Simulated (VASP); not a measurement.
Here is a VASP 6.6.1 calculation.

The input INCAR:

```
PREC = Accurate
ENCUT = 600
EDIFF = 1E-7
ISMEAR = 0
SIGMA = 0.03
LREAL = F
LASPH = T
NELM = 80
ALGO = Normal
ISIF = 3
LWAVE = F
LCHARG = F
GGA = PS
IBRION = 2
NSW = 90
EDIFFG = -0.005
PSTRESS = 158.0
```

Contents of KPOINTS:

```
Automatic mesh
0
Gamma
  12 12 12
```

File POSCAR:

```
Si                                      
1.0
   -2.2336888702      2.3833955857      1.2522928478
    2.2336888702     -2.3833955857      1.2522928478
    2.2336888702      2.3833955857     -1.2522928478
  Si            
     2
Direct
     0.7878575612714495    0.0378575612714498    0.7500000000000000
     0.2121424387285502    0.9621424387285505    0.2500000000000000
```

Potentials or basis: VASP PAW PBE potentials, release 64 (Si).

The run is started by

```bash
$ cat potpaw_PBE.64/Si/POTCAR > POTCAR
$ mpirun -np 1 vasp_std > vasp.out
```

Task: Predict the band gap on the k mesh.

Result: None (metal or under the smearing width).

Final structure:
```cif
data_structure
_symmetry_space_group_name_H-M 'P 1'
_symmetry_Int_Tables_number 1
_cell_length_a 3.4981
_cell_length_b 3.4981
_cell_length_c 3.4981
_cell_angle_alpha 100.644
_cell_angle_beta 94.111
_cell_angle_gamma 138.039
_cell_volume 26.67
loop_
_atom_site_label
_atom_site_type_symbol
_atom_site_fract_x
_atom_site_fract_y
_atom_site_fract_z
_atom_site_occupancy
Si1 Si 0.78783 0.03783 0.75000 1
Si2 Si 0.21217 0.96217 0.25000 1
```
